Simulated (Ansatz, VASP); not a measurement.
BN: VASP beside Ansatz

Contents of INCAR:

```
PREC = Accurate
ENCUT = 520
EDIFF = 1E-7
ISMEAR = 0
SIGMA = 0.05
LREAL = F
LASPH = T
NELM = 80
ALGO = Normal
ISIF = 2
LWAVE = F
LCHARG = T
GGA = PE
IVDW = 12
LELF = T
LVHAR = T
NBANDS = 16
```

Contents of KPOINTS:

```
Automatic mesh
0
Gamma
  12 12 4
```

File POSCAR:

```
BN
1.0
    2.5061233057      0.0000000000      0.0000000000
   -1.2530616528      2.1703664477      0.0000000000
    0.0000000000      0.0000000000      6.5973571420
B N
2 2
Direct
   -0.0884643237     -0.1769286474      0.4854487186
    0.3333333333      0.6666666667      0.0000000000
    0.0000000000      0.0000000000      0.0000000000
    0.6666666667      0.3333333333      0.5000000000
```

Input for Ansatz:

```yaml
crystal:
  lattice:
    - [2.5061233057, 0.0, 0.0]
    - [-1.2530616528, 2.1703664477, 0.0]
    - [0.0, 0.0, 6.597357142]
  atoms:
    - { symbol: B, position: [-0.0884643237, -0.1769286474, 0.4854487186] }
    - { symbol: B, position: [0.3333333333, 0.6666666667, 0.0] }
    - { symbol: "N", position: [0.0, 0.0, 0.0] }
    - { symbol: "N", position: [0.6666666667, 0.3333333333, 0.5] }
basis:
  ecutwfc: 420
kpoints:
  mp_grid: { grid: [12, 12, 4] }
hamiltonian:
  xc: pbe
  dispersion: d3bj
scf:
  occupations: { method: gaussian, width: 0.05 }
output:
  forces: true
  stress: true
  eigenvalues: true
```

Alike in both runs: task single point; functional PBE; dispersion D3(BJ); k mesh 12 × 12 × 4; occupations gaussian, width 0.05 eV; no spin polarisation.

|  | VASP | Ansatz |
| --- | --- | --- |
| version | VASP 6.6.1 | Ansatz 0.2.0 |
| potentials or method | VASP PAW PBE potentials, release 64 (B, N) | scalar-relativistic, plane waves, PAW |
| plane-wave cutoff (eV) | 520 | 420 |
| valence electrons in the cell | 16 | 16 |

Ansatz gave:

- gap on the k mesh at the Fermi level (eV): 2.53
- least direct gap on the mesh (eV): 3.69
- rms of the force components (eV/Å): 14.012

Q: Estimate VASP's values.

A: gap on the k mesh at the Fermi level (eV): 2.51; least direct gap on the mesh (eV): 3.67; rms of the force components (eV/Å): 14.327.

Atom by atom the forces differ by 0.316 eV/Å (rms over components).

Caveats: forces of over 1 eV/Å show positions far from the minimum, so gaps and moduli don't describe the material at rest. A k mesh can miss the band edges.
